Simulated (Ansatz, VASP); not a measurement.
Two plane-wave programs on Cu

```xyz
1
Lattice="0.0000 1.8032 1.8032 1.8032 0.0000 1.8032 1.8032 1.8032 0.0000" Properties=species:S:1:pos:R:3 pbc="T T T"
Cu    0.0000    0.0000    0.0000
```

Alike in both runs: functional PBE; k mesh 6 × 6 × 6; occupations gaussian, width 0.01 eV; no spin polarisation.

Ansatz relaxed the structure, and its values are those at the end. VASP's run is a single point on that final structure, the one shown.

```csv
,VASP,Ansatz
version,VASP 6.6.1,Ansatz 0.2.0
potentials or method,"VASP PAW PBE potentials, release 64 (Cu)","plane waves, PAW"
plane-wave cutoff (eV),520,490
valence electrons in the cell,11,19
```

Ansatz gave:

```
pressure (GPa) : 4.0
```

Question: What did VASP give for the same quantities?

Answer: Pressure (GPa): 4.6.

The two sets of potentials don't hold the same shells in valence.

Caveats: the k mesh is coarse (spacing up to 0.50 Å⁻¹), so the values aren't converged.
